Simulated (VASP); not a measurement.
## How uniaxial stress along [0001] changes CdSe (P6_3mc)

How do the elastic response and the band edges of CdSe follow uniaxial stress along [0001]?

Main program and level: VASP 6.6.1; LDA; plane waves and PAW (Cd, Se), in the first sound run; inputs show where later runs differ.

Most raw output is cut from this account.

**1. Starting point**

Symmetry: P6_3mc, No. 186, hexagonal system. Conventional cell: a = 4.300 Å, b = 4.300 Å, c = 7.010 Å, α = 90.00°, β = 90.00°, γ = 120.00°. Nearest to Cd lie 4 Se at 2.63 to 2.64 Å. Nearest to Se lie 4 Cd at 2.63 to 2.64 Å. Farther neighbours and most contacts between anions are not listed.

Structure file:

```cif
data_structure
_symmetry_space_group_name_H-M 'P 1'
_symmetry_Int_Tables_number 1
_cell_length_a 4.3000
_cell_length_b 4.3000
_cell_length_c 7.0100
_cell_angle_alpha 90.000
_cell_angle_beta 90.000
_cell_angle_gamma 120.000
_cell_volume 112.25
loop_
_atom_site_label
_atom_site_type_symbol
_atom_site_fract_x
_atom_site_fract_y
_atom_site_fract_z
_atom_site_occupancy
Cd1 Cd 0.33333 0.66667 0.00000 1
Cd2 Cd 0.66667 0.33333 0.50000 1
Se3 Se 0.33333 0.66667 0.37700 1
Se4 Se 0.66667 0.33333 0.87700 1
```

**2. Relax the crystal, LDA**

The series starts from the cell that this level prefers, so that zero strain is near zero stress.

This step took 2 runs in a row; the last is shown.

Level: LDA; plane waves and PAW (Cd, Se).

INCAR reads:

```
SYSTEM = CdSe
PREC = Accurate
ENCUT = 450
EDIFF = 1E-07
NELM = 120
ISMEAR = 0
SIGMA = 0.02
LREAL = .FALSE.
ALGO = Normal
GGA = CA
NBANDS = 24
LASPH = .TRUE.
LORBIT = 11
LWAVE = .FALSE.
LCHARG = .FALSE.
KPAR = 16
IBRION = 2
NSW = 40
ISIF = 3
EDIFFG = -0.005
POTIM = 0.4
```

POSCAR reads:

```
CdSe
1.0
    4.2577089772      0.0000000000      0.0000000000
   -2.1288544886      3.6872841359      0.0000000000
    0.0000000000      0.0000000000      6.9557135279
Cd Se
2 2
Direct
    0.3333333333      0.6666666667      0.0008133063
    0.6666666667      0.3333333333      0.5008133063
    0.3333333333      0.6666666667      0.3761866937
    0.6666666667      0.3333333333      0.8761866937
```

KPOINTS reads:

```
Automatic mesh
0
Gamma
8 8 5
0 0 0
```

PAW data sets: Cd and Se (LDA family, release 64).

Launch:

```console
$ mpirun -np 16 vasp_std
```

Run time: 9 s. Hardware: 16 MPI ranks of AMD EPYC 9R14 (Zen 4), shared host; peak memory 3.3 GiB; 1.9 min of CPU time.

Read from the output:

```
energy(sigma→0) of the program : -13.5179 eV
stress, compression positive   : xx, yy, zz 0.01, 0.01, 0.01 GPa
volume                         : 109.103 Å³
ionic steps                    : 2
```

**3. Strain across the axis, LDA**

One member in full: the axis is strained by 2 %, and the two directions across it are strained alike until their mean stress is under 0.012 GPa or five steps are spent.

This step took 3 runs, each at a new trial strain with the atoms of the one before; the last is shown.

Level: LDA; plane waves and PAW (Cd, Se).

INCAR: that of step 2 with these lines changed.

```diff
@@ -15,7 +15,7 @@
 LCHARG = .FALSE.
-KPAR = 16
-IBRION = 2
-NSW = 40
-ISIF = 3
-EDIFFG = -0.005
-POTIM = 0.4
+KPAR = 4
+IBRION = 1
+NSW = 25
+ISIF = 2
+EDIFFG = -0.004
+POTIM = 0.3
```

POSCAR reads:

```
CdSe
1.0
    4.2292042600      0.0000000000      0.0000000000
   -2.1146021300      3.6625983270      0.0000000000
    0.0000000000      0.0000000000      7.0934500090
Cd Se
2 2
Direct
    0.3333333333      0.6666666667      0.0037580975
    0.6666666667      0.3333333333      0.5037580975
    0.3333333333      0.6666666667      0.3732419025
    0.6666666667      0.3333333333      0.8732419025
```

KPOINTS is that of step 2.

Launch:

```console
$ mpirun -np 4 vasp_std
```

Elapsed: 21 s, on 4 MPI ranks; peak memory 0.74 GiB; 72 s of CPU time.

Read from the output:

- energy(sigma→0) of the program: -13.5101 eV
- stress, compression positive: xx, yy, zz 0.00, 0.00, -1.29 GPa
- ionic steps: 3

**4. Band edges, TB-mBJ with spin-orbit coupling**

Short lines in KPOINTS_OPT sample the zone centre along and across the axis, for masses, and the other valleys.

Level: TB-mBJ, spin-orbit coupling; plane waves and PAW (Cd, Se).

TB-mBJ has no energy functional, so the total energy, stress and pressure in this output mean nothing.

INCAR reads:

```
SYSTEM = CdSe
PREC = Accurate
ENCUT = 450
EDIFF = 1E-06
NELM = 150
ISMEAR = 0
SIGMA = 0.02
LREAL = .FALSE.
ALGO = Normal
METAGGA = MBJ
LASPH = .TRUE.
LNONCOLLINEAR = .TRUE.
MAGMOM = 0 0 0 0 0 0 0 0 0 0 0 0
NBANDS = 46
GGA_COMPAT = .FALSE.
LSORBIT = .TRUE.
LWAVE = .FALSE.
LCHARG = .FALSE.
KPAR = 4
```

POSCAR reads:

```
CdSe
1.0
    4.2292042600      0.0000000000      0.0000000000
   -2.1146021300      3.6625983270      0.0000000000
    0.0000000000      0.0000000000      7.0934500090
Cd Se
2 2
Direct
    0.3333333333      0.6666666667      0.0036069357
    0.6666666667      0.3333333333      0.5036069357
    0.3333333333      0.6666666667      0.3733930643
    0.6666666667      0.3333333333      0.8733930643
```

KPOINTS reads:

```
Automatic mesh
0
Gamma
7 7 4
0 0 0
```

KPOINTS_OPT reads:

```
Line mode
6
Line-mode
Reciprocal
  0.00000000   0.00000000   0.00000000
  0.00000000   0.00000000   0.05644788

  0.00000000   0.00000000   0.00000000
 -0.03365494   0.01682747   0.00000000

  0.50000000   0.00000000   0.00000000
  0.50000000   0.00000000   0.50000000

  0.33333333   0.33333333   0.00000000
  0.33333333   0.33333333   0.50000000
```

Launch:

```console
$ mpirun -np 4 vasp_ncl
```

It took 5.9 min on 4 MPI ranks; peak memory 2.5 GiB; 23 min of CPU time.

**5. Band edges, r2SCAN**

Level: r2SCAN; plane waves and PAW (Cd, Se).

INCAR reads:

```
SYSTEM = CdSe
PREC = Accurate
ENCUT = 450
EDIFF = 1E-06
NELM = 100
ISMEAR = 0
SIGMA = 0.02
LREAL = .FALSE.
ALGO = Normal
METAGGA = R2SCAN
LASPH = .TRUE.
NBANDS = 23
LWAVE = .FALSE.
LCHARG = .FALSE.
KPAR = 4
```

POSCAR is that of step 4.

KPOINTS is that of step 4.

KPOINTS_OPT is that of step 4.

Launch:

```console
$ mpirun -np 4 vasp_std
```

Elapsed: 51 s, on 4 MPI ranks; peak memory 0.95 GiB; 3.3 min of CPU time.

This run gave:

* energy(sigma→0) of the program: -1041.6751 eV
* stress, compression positive: xx, yy, zz 3.30, 3.30, 1.98 GPa

The run ends at a pressure of 2.86 GPa, with forces up to 0.024 eV/Å.

**6. All members**

Runs beyond LDA use the data sets made with LDA; this shifts their levels slightly, and their total energies have another zero (at TB-mBJ, which has no energy functional, they mean nothing).

The other members went through these steps as far as the tables show, with the same cutoff and, step by step, the same mesh; 41 runs are not shown. The session took 5.4 core hours (wall time by ranks) on a shared machine.

```
strain along the axis (%)  strain across the axis (%)  stress along the axis, tension positive (GPa)  energy above the unstrained row (meV/atom)  gap on the mesh, LDA (eV)
                   -2.000                       0.674                                         -1.217                                       2.293                      0.504
                   -1.500                       0.505                                         -0.921                                       1.334                      0.513
                   -1.000                       0.336                                         -0.627                                       0.625                      0.514
                   -0.500                       0.169                                         -0.307                                       0.189                      0.499
                        0                       0.000                                         -0.011                                       0.000                      0.482
                    0.500                      -0.159                                          0.293                                       0.080                      0.465
                    1.000                      -0.319                                          0.629                                       0.411                      0.447
                    1.500                      -0.477                                          0.958                                       1.021                      0.428
                    2.000                      -0.635                                          1.286                                       1.929                      0.409
```

Slopes at zero strain, from cubics through all rows: strain ratio -0.328, stress over strain 62 GPa.

Band edges at TB-mBJ with spin-orbit coupling, counted from the valence-band top at Γ, spin-orbit pairs averaged, with one row partly withheld:

```csv
strain along the axis (%),gap (eV),conduction band at Γ (eV),lowest conduction level on M–L (eV),second valence level below the top (eV),third valence level below the top (eV)
-2.000,2.003,2.003,3.751,0.040,0.361
-1.500,?,?,3.746,0.023,0.351
-1.000,2.006,2.006,3.740,0.006,0.342
-0.500,1.995,1.995,3.723,0.011,0.345
0,1.978,1.978,3.699,0.028,0.355
0.500,1.960,1.960,3.675,0.045,0.366
1.000,1.938,1.938,3.648,0.061,0.380
1.500,1.917,1.917,3.622,0.076,0.395
2.000,1.894,1.894,3.594,0.090,0.411
```

Conduction masses, in electron masses:

| strain along the axis (%) | conduction mass at Γ, along the strain axis or the normal of the plane | conduction mass at Γ, across the strain axis or in the plane |
| --- | --- | --- |
| -2.000 | 0.167 | 0.176 |
| -1.500 | 0.165 | 0.176 |
| -1.000 | 0.163 | 0.177 |
| -0.500 | 0.162 | 0.178 |
| 0 | 0.160 | 0.178 |
| 0.500 | 0.160 | 0.180 |
| 1.000 | 0.157 | 0.179 |
| 1.500 | 0.156 | 0.180 |
| 2.000 | 0.154 | 0.181 |

Band edges at r2SCAN, counted from the valence-band top at Γ:

```csv
strain along the axis (%),gap (eV),conduction band at Γ (eV),lowest conduction level on M–L (eV),second valence level below the top (eV),third valence level below the top (eV)
-2.000,1.249,1.249,3.217,0.043,0.043
-1.500,1.258,1.258,3.217,0.019,0.019
-1.000,1.261,1.261,3.212,0.000,0.006
-0.500,1.244,1.244,3.187,0.000,0.032
0,1.225,1.225,3.161,0.000,0.059
0.500,1.206,1.206,3.135,0.000,0.088
1.000,1.186,1.186,3.108,0.000,0.117
1.500,1.165,1.165,3.081,0.000,0.147
2.000,1.142,1.143,3.053,0.000,0.179
```

Conduction masses, in electron masses:

```csv
strain along the axis (%),"conduction mass at Γ, along the strain axis or the normal of the plane","conduction mass at Γ, across the strain axis or in the plane"
-2.000,0.100,0.106
-1.500,0.100,0.106
-1.000,0.099,0.105
-0.500,0.098,0.105
0,0.097,0.105
0.500,0.097,0.105
1.000,0.096,0.105
1.500,0.095,0.105
2.000,0.094,0.105
```

**7. Working out the slope**

The quantity to fit is the conduction level at Γ above the mean of the three top valence levels at TB-mBJ with spin-orbit coupling: 2.136, 2.122, 2.114, 2.106, 2.097, 2.085, 2.074, 2.061 eV in the rows shown.

A least-squares parabola through the 8 rows shown, with e the strain in %: E = − 0.001739 e² − 0.01864 e + 2.106 (eV), r.m.s. residual 5.2e-4 eV.

For the withheld row, e = -1.5, the fit gives 2.1296 eV.

**8. Checking the prediction**

The calculation gives 2.1291 eV, so the prediction is 0.0005 eV too high.

**9. What came out**

```json
{
  "Poisson ratio": "0.328",
  "Young's modulus along the axis": "62 GPa",
  "gap of the unstrained cell, TB-mBJ with spin-orbit coupling": "1.98 eV",
  "gap of the unstrained cell, r2SCAN": "1.23 eV",
  "slope at zero strain of the conduction level at Γ above the mean of the three top valence levels, TB-mBJ with spin-orbit coupling": "-19 meV per %",
  "error of the predicted row": "0.5 meV"
}
```

As a check, the curvature of the energy gives 60 GPa for the same modulus (energy per volume = E/2 × strain²), 3 % from the slope of the stress. At TB-mBJ with spin-orbit coupling the lowest conduction valley is Γ throughout, and the gap runs between 1.89 and 2.01 eV. At r2SCAN the lowest conduction valley is Γ throughout, and the gap runs between 1.14 and 1.26 eV. Hole masses are left out throughout, since the top bands are degenerate or cross in many series; of conduction masses, those of the Γ, L and (for Si and Ge under (001) strain) Δ valleys are kept where they change by under an eighth between rows. TB-mBJ is a potential fitted for gaps; it has no energy functional, so its total energies and forces mean nothing, and its bands tend to come out too narrow. r2SCAN opens gaps somewhat over GGA but leaves them below measured values as a rule. Spin-orbit coupling is left out at r2SCAN, so the valence splittings there lack it. Temperature, zero-point motion and excitons are left out.

[Lines on the potential files, build, host, timing and source positions are cut from VASP's logs without a mark.]

[Logs are printed without paths, hosts, clocks, repeated set-up lines and the standing remarks that a program may print on its own settings, such as how far it seeks lower states.]

[Hosts, paths, dates, database ids (printed as entryN), source tags and the programs' standing remarks are cut or masked in the printed files.]

[In band tables of VASP the shares of atoms and orbitals are scaled to a sum of 1 inside the atoms' spheres.]
